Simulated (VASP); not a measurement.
# Ni (P6_3/mmc) in VASP: notebook

The runs below take Ni through single point, with PBE.

Everything below comes from runs of VASP 6.6.1. Logs are shortened: lines on timing, memory, paths and dates and some standing lists are left out, and cuts for length are marked.

## Step 1: The crystal as given

Symmetry: P6_3/mmc, No. 194, hexagonal system. Conventional cell: a = 2.448 Å, b = 2.448 Å, c = 4.073 Å, α = 90.00°, β = 90.00°, γ = 120.00°. Ni (site symmetry -6m2) has 12 Ni at 2.45 to 2.48 Å as nearest neighbours.

This isn't the form of Ni at room conditions, which is fcc.

## Step 2: Single point, PBE, collinear spin, ferromagnetic start

Input file INCAR:

```
  ADDGRID = F
  ALGO = Normal
  EDIFF = 1E-6
  ENCUT = 400
  GGA = PE
  ISIF = 2
  ISMEAR = 0
  ISPIN = 2
  LASPH = T
  LCHARG = F
  LMAXMIX = 4
  LORBIT = 11
  LREAL = F
  LWAVE = F
  MAGMOM = 1 1
  NBANDS = 21
  NELM = 100
  PREC = Accurate
  SIGMA = 0.1
```

Input file KPOINTS:

```
k-points
0
Gamma
  13 13 7
```

Input file POSCAR:

```
Ni
1.0
    2.4480228978      0.0000000000      0.0000000000
   -1.2240114489      2.1200500186      0.0000000000
    0.0000000000      0.0000000000      4.0728075700
Ni
2
Direct
    0.6666666667      0.3333333333      0.7500000000
    0.3333333333      0.6666666667      0.2500000000
```

Potentials or basis: VASP PAW PBE potentials, release 64 (Ni).

On the command line:

```
$ cat potpaw_PBE.64/Ni/POTCAR > POTCAR
$ mpirun -np 1 vasp_std > vasp.out
```

OUTCAR:

```text
EDIFF = 1E-6
   ENCUT = 400
   GGA = PE
   ISIF = 2
   ISMEAR = 0
   ISPIN = 2
   LASPH = T
   LORBIT = 11
   LREAL = F
   NELM = 100
   PREC = Accurate

 Found     84 irreducible k-points:

 Following reciprocal coordinates:
            Coordinates               Weight
  0.000000  0.000000  0.000000      1.000000
  0.076923 -0.000000  0.000000      6.000000
  0.153846  0.000000  0.000000      6.000000
  0.230769 -0.000000  0.000000      6.000000
  0.307692  0.000000  0.000000      6.000000
  0.384615  0.000000  0.000000      6.000000
   k-points           NKPTS =     84   k-points in BZ     NKDIM =     84   number of bands    NBANDS=     21
   number of dos      NEDOS =    301   number of ions     NIONS =      2
   total plane-waves  NPLWV =   7168
   dimension x,y,z NGX =    16 NGY =   16 NGZ =   28
   dimension x,y,z NGXF=    32 NGYF=   32 NGZF=   56
   ions per type =               2
   NGX,Y,Z   is equivalent  to a cutoff of  10.87, 10.87, 11.43 a.u.
   NGXF,Y,Z  is equivalent  to a cutoff of  21.73, 21.73, 22.86 a.u.
 SYSTEM =  unknown system
   PREC   = accura    normal or accurate (medium, high low for compatibility)
   ISTART =      0    job   : 0-new  1-cont  2-samecut
   ICHARG =      2    charge: 1-file 2-atom 10-const
   ISPIN  =      2    spin polarized calculation?
   LNONCOLLINEAR =      F non collinear calculations
   LSORBIT =      F    spin-orbit coupling
   LASPH  =      T    aspherical Exc in radial PAW
   ENCUT  =  400.0 eV  29.40 Ry    5.42 a.u.   3.99  3.99  6.64*2*pi/ulx,y,z
   NELM   =    100;   NELMIN=  2; NELMDL= -5     # of ELM steps
   EDIFF  = 0.1E-05   stopping-criterion for ELM
   LREAL  =      F    real-space projection
   EDIFFG = 0.1E-04   stopping-criterion for IOM
   NSW    =      0    number of steps for IOM
   IBRION =     -1    ionic relax: 0-MD 1-quasi-New 2-CG
   NFREE  =      0    steps in history (QN), initial steepest desc. (CG)
   ISIF   =      2    stress and relaxation
   ISYM   =      2    0-nonsym 1-usesym 2-fastsym
   POTIM  = 0.5000    time-step for ionic-motion
   TEBEG  =    0.0;   TEEND  =   0.0 temperature during run
   PSTRESS=    0.0 pullay stress
   NELECT =      20.0000    total number of electrons
   NUPDOWN=      -1.0000    fix difference up-down
   EMIN   =  10.00;   EMAX   =-10.00  energy-range for DOS
   EFERMI =   0.00;   METHOD = LEGACY
   ISMEAR =     0;   SIGMA  =   0.10  broadening in eV -4-tet -1-fermi 0-gaus
   EFERMI_NEDOS =   21; number of points for ismear=-14 and -15
   IALGO  =     38    algorithm
   IMIX   =      4    mixing-type and parameters
     AMIX     =   0.40;   BMIX     =  1.00
     AMIX_MAG =   1.60;   BMIX_MAG =  1.00
  volume/ion in A,a.u.               =      10.57        71.32
  Fermi-wavevector in a.u.,A,eV,Ry     =   1.607187  3.037143 35.144518  2.583049
  Thomas-Fermi vector in A             =   2.703255
   LORBIT       =     11    0 simple, 1 ext, 2 COOP (PROOUT), +10 PAW based schemes
   GGA     = PE    functional components
   LHFCALC =     F    Hartree Fock is set to
   AEXX    =    0.0000 exact exchange contribution
   IVDW    =     0    specifies the selected vdW correction
   LEPSILON=     F    determine dielectric tensor
   LRPA    =     F    only Hartree local field effects (RPA)
 spin polarized calculation
 Gauss-broadening in eV      SIGMA  =   0.10
  energy-cutoff  :      400.00
  volume of cell :       21.14
 maximum number of plane-waves:       393
 NGX is ok and might be reduce to    16
   NGX =  7   NGY =  7   NGZ = 13

 number of electron      20.0000025 magnetization       1.2413415

 Free energy of the ion-electron system (eV)
  ---------------------------------------------------
  ext. energy  EPLUGINS =         0.00000000
  ---------------------------------------------------
  free energy    TOTEN  =       -10.88599177 eV

  energy without entropy =      -10.86351738  energy(sigma->0) =      -10.87475458

 E-fermi :   9.8114     XC(G=0): -13.4272

 val. band max:        9.8096803939   @ k =   0.3077   0.3077   0.0000
 cond. band min:       9.8136961888   @ k =   0.2308   0.0769   0.2857
 fundamental gap:      0.0040157949
 Fermi energy:         9.8114194003

 spin component 1

 k-point     1 :       0.0000    0.0000    0.0000
  band No.  band energies     occupation
      1       0.5767      1.00000
      2       4.7887      1.00000
      3       7.2379      1.00000
      4       7.3989      1.00000
      5       7.3989      1.00000
      6       7.6627      1.00000
[... 13 lines left out ...]
     20      36.5544      0.00000
     21      40.4764      0.00000

 k-point     2 :       0.0769   -0.0000    0.0000
  band No.  band energies     occupation
      1       0.7896      1.00000
      2       4.9222      1.00000
      3       7.1456      1.00000
      4       7.4658      1.00000
      5       7.4921      1.00000
      6       7.6155      1.00000
[... 13 lines left out ...]
     20      38.7872      0.00000
     21      39.4114      0.00000

 k-point     3 :       0.1538    0.0000    0.0000
  band No.  band energies     occupation
      1       1.4117      1.00000
      2       5.2689      1.00000
      3       6.9412      1.00000
      4       7.2376      1.00000
      5       7.4378      1.00000
      6       7.7038      1.00000
[... 13 lines left out ...]
     20      38.7478      0.00000
     21      39.3085      0.00000

 k-point     4 :       0.2308   -0.0000    0.0000
  band No.  band energies     occupation
      1       2.3833      1.00000
      2       5.6238      1.00000
      3       6.5826      1.00000
      4       6.7691      1.00000
      5       7.3033      1.00000
      6       7.7967      1.00000
[... 13 lines left out ...]
     20      38.9912      0.00000
     21      39.0543      0.00000

 k-point     5 :       0.3077    0.0000    0.0000
  band No.  band energies     occupation
      1       3.5552      1.00000
      2       5.6742      1.00000
      3       6.1033      1.00000
      4       6.7878      1.00000
      5       7.3427      1.00000
      6       7.6243      1.00000
[... 13 lines left out ...]
     20      37.1482      0.00000
     21      38.4703      0.00000

 k-point     6 :       0.3846    0.0000    0.0000
  band No.  band energies     occupation
      1       4.5858      1.00000
      2       5.5112      1.00000
      3       5.7929      1.00000
      4       6.9826      1.00000
      5       7.4912      1.00000
      6       7.5177      1.00000
[... 13 lines left out ...]
     20      35.8298      0.00000
     21      38.0956      0.00000

 [... further k-points ...]

 spin component 2

 k-point     1 :       0.0000    0.0000    0.0000
  band No.  band energies     occupation
      1       0.5479      1.00000
      2       5.1847      1.00000
      3       7.9426      1.00000
      4       8.0720      1.00000
      5       8.0720      1.00000
      6       8.3542      1.00000
[... 13 lines left out ...]
     20      36.6368      0.00000
     21      40.5561      0.00000

 k-point     2 :       0.0769   -0.0000    0.0000
  band No.  band energies     occupation
      1       0.7610      1.00000
      2       5.3268      1.00000
      3       7.8219      1.00000
      4       8.1611      1.00000
      5       8.1691      1.00000
      6       8.3020      1.00000
[... 13 lines left out ...]
     20      38.8678      0.00000
     21      39.4760      0.00000

 k-point     3 :       0.1538    0.0000    0.0000
  band No.  band energies     occupation
      1       1.3852      1.00000
      2       5.7007      1.00000
      3       7.5838      1.00000
      4       7.6177      1.00000
      5       8.1118      1.00000
      6       8.4127      1.00000
[... 13 lines left out ...]
     20      38.7970      0.00000
     21      39.3855      0.00000

 k-point     4 :       0.2308   -0.0000    0.0000
  band No.  band energies     occupation
      1       2.3670      1.00000
      2       6.1052      1.00000
      3       6.9847      1.00000
      4       7.3640      1.00000
      5       7.9574      1.00000
      6       8.4258      1.00000
[... 13 lines left out ...]
     20      39.0680      0.00000
     21      39.1348      0.00000

 k-point     5 :       0.3077    0.0000    0.0000
  band No.  band energies     occupation
      1       3.5807      1.00000
      2       6.2025      1.00000
      3       6.5272      1.00000
      4       7.3123      1.00000
      5       7.9902      1.00000
      6       8.2438      1.00000
[... 13 lines left out ...]
     20      37.2641      0.00000
     21      38.5019      0.00000

 k-point     6 :       0.3846    0.0000    0.0000
  band No.  band energies     occupation
      1       4.7436      1.00000
      2       6.0401      1.00000
      3       6.2339      1.00000
      4       7.4008      1.00000
      5       8.0760      1.00000
      6       8.1035      1.00000
[... 13 lines left out ...]
     20      35.9295      0.00000
     21      38.1395      0.00000

 [... further k-points ...]

------------------------ aborting loop because EDIFF is reached ----------------------------------------

  FORCE on cell =-STRESS in cart. coord.  units (eV):
  Direction    XX          YY          ZZ          XY          YZ          ZX
  --------------------------------------------------------------------------------------
  -------------------------------------------------------------------------------------
  Total        0.9455007      0.9455007      0.5577407      0.0000000     -0.0000000      0.0000000
  in kB       71.6666303     71.6666303     42.2753716      0.0000000     -0.0000000      0.0000000
  external PRESSURE =      61.8695440 kB  Pullay stress =       0.0000000 kB

 VOLUME and BASIS-vectors are now :
 -----------------------------------------------------------------------------
  energy-cutoff  :      400.00
  volume of cell :       21.14
      direct lattice vectors                 reciprocal lattice vectors
     2.448022898  0.000000000  0.000000000     0.408492911  0.235843492  0.000000000
    -1.224011449  2.120050019  0.000000000     0.000000000  0.471686984  0.000000000
     0.000000000  0.000000000  4.072807570     0.000000000  0.000000000  0.245530873

 POSITION                                       TOTAL-FORCE (eV/Angst)
 -----------------------------------------------------------------------------------
      1.22401      0.70668      3.05461        -0.000000      0.000000      0.000000
     -0.00000      1.41337      1.01820         0.000000     -0.000000      0.000000
 -----------------------------------------------------------------------------------
    total drift:                               -0.000000      0.000000     -0.000000

  FREE ENERGIE OF THE ION-ELECTRON SYSTEM (eV)
  ---------------------------------------------------
  free  energy   TOTEN  =       -10.8859917689 eV

  energy  without entropy=      -10.8635173828  energy(sigma->0) =      -10.87475458

 total charge

# of ion       s       p       d       tot
------------------------------------------
    1        0.510   0.523   8.328   9.361
    2        0.510   0.523   8.328   9.361
--------------------------------------------------
tot          1.020   1.047  16.656  18.723

 magnetization (x)

# of ion       s       p       d       tot
------------------------------------------
    1       -0.005  -0.025   0.660   0.630
    2       -0.005  -0.025   0.660   0.630
--------------------------------------------------
tot         -0.010  -0.050   1.319   1.260
```

Wall time 18 s (1 thread of AMD EPYC 9R45 (Zen 5), shared host); peak memory 0.12 GiB.

These settings aren't checked as converged: the numbers below hold their error.

What came out:

```yaml
Free_energy: -10.8860 eV
Pressure: 6.2 GPa
Band_gap_on_the_k_mesh: none (metal or under the smearing width)
Net_moment: 1.24 μB per cell
Site_moments: Ni +0.63 μB
Valence_electrons_inside_the_program's_atomic_spheres: Ni 9.36
```

## Step 3: Single point, PBE, collinear spin, ferromagnetic start

Changes to INCAR since step 2:

```diff
@@ -3,3 +3,3 @@
   EDIFF = 1E-6
-  ENCUT = 400
+  ENCUT = 450
   GGA = PE
```

KPOINTS is that of step 2.

POSCAR is that of step 2.

Potentials or basis: VASP PAW PBE potentials, release 64 (Ni).

On the command line:

```
$ cat potpaw_PBE.64/Ni/POTCAR > POTCAR
$ mpirun -np 1 vasp_std > vasp.out
```

It took 24 s on 1 thread of AMD EPYC 9R45 (Zen 5), shared host; peak memory 0.13 GiB.

These settings aren't checked as converged: the numbers below hold their error.

What came out:

```yaml
Free_energy: -10.8839 eV
Pressure: 6.6 GPa
Band_gap_on_the_k_mesh: none (metal or under the smearing width)
Net_moment: 1.24 μB per cell
Site_moments: Ni +0.63 μB
Valence_electrons_inside_the_program's_atomic_spheres: Ni 9.36
```

## Step 4: For comparison

An earlier run on the cell as given: functional PBE; potentials or basis VASP PAW PBE potentials, release 64 (Ni); cutoff 520 eV; k mesh 12 × 12 × 7; occupations fermi-dirac, width 0.05 eV; collinear spin, ferromagnetic start; starting moments [1.0, 1.0] μB.

* Pressure: 7.0 GPa
* Band gap on the k mesh: none (metal or under the smearing width)
* Net moment: 1.27 μB per cell
* Site moments: Ni +0.64 μB
* Valence electrons inside the program's atomic spheres: Ni 9.36
